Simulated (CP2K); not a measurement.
## CdSe in CP2K: convergence with k mesh

CdSe:

```xyz
2
Lattice="4.0644 0.0000 0.0000 2.0322 3.5199 0.0000 2.0322 1.1733 3.3186" Properties=species:S:1:pos:R:3 pbc="T T T"
Cd    0.0101   -0.0101    0.0191
Se    4.0695    2.3361    1.6476
```

The cell comes from a database or a generator and needn't be the stable form of this composition.

The cell isn't the ideal one: atoms moved at random, drawn with an rms of 0.02 Å.

```yaml
Program: CP2K 2026.2
Task: single point
Functional: PBE
Potentials_or_basis: GTH_POTENTIALS Cd GTH-PBE-q12, Se GTH-PBE-q6; DZVP-MOLOPT-SR-GTH basis
Density_cutoff: 6123 eV
k_mesh: 2 × 2 × 2
Occupations: fermi-dirac, width 0.1 eV
Spin: no spin polarisation
```

These are the settings of the first run; the series varies k mesh, with any setting tied to it.

Hardware: 1 thread of Intel(R) Xeon(R) 6975P-C (Granite Rapids), with other jobs on the host.

Q: The values tried are 2 × 2 × 2, 3 × 3 × 3, 4 × 4 × 4, 5 × 5 × 5, 6 × 6 × 6, 7 × 7 × 7, 8 × 8 × 8, 10 × 10 × 10, loosest first. From which on does the pressure stay within 0.1 GPa of the tightest run that finished?

A: From 6 × 6 × 6 on.

```csv
k mesh,"energy less the tightest run, at zero smearing (meV/atom)",pressure (GPa),largest force (eV/Å),SCF cycles,CPU time (s),peak memory (GiB)
2 × 2 × 2,829.37,7.20,0.097,14,14,0.31
3 × 3 × 3,193.34,2.95,0.026,13,14,0.31
4 × 4 × 4,37.00,1.19,0.047,13,15,0.31
5 × 5 × 5,17.70,0.86,0.041,13,16,0.32
6 × 6 × 6,0.50,0.72,0.038,13,18,0.32
7 × 7 × 7,-0.55,0.65,0.040,13,20,0.34
8 × 8 × 8,-0.30,0.64,0.037,13,24,0.35
10 × 10 × 10,0.00,0.62,0.039,13,35,0.38
```

Against the tightest run, the energy stays within 1 meV/atom from 6 × 6 × 6 on; the largest force stays within 0.005 eV/Å from 5 × 5 × 5 on. Meshes of other sizes hit other points, so gaps and Fermi surfaces needn't settle smoothly. The tightest run that finished is the yardstick and may itself not be fully converged.

Caveat, for the tightest run too: the basis of atomic orbitals isn't converged, which shifts pressures, moduli and gaps.
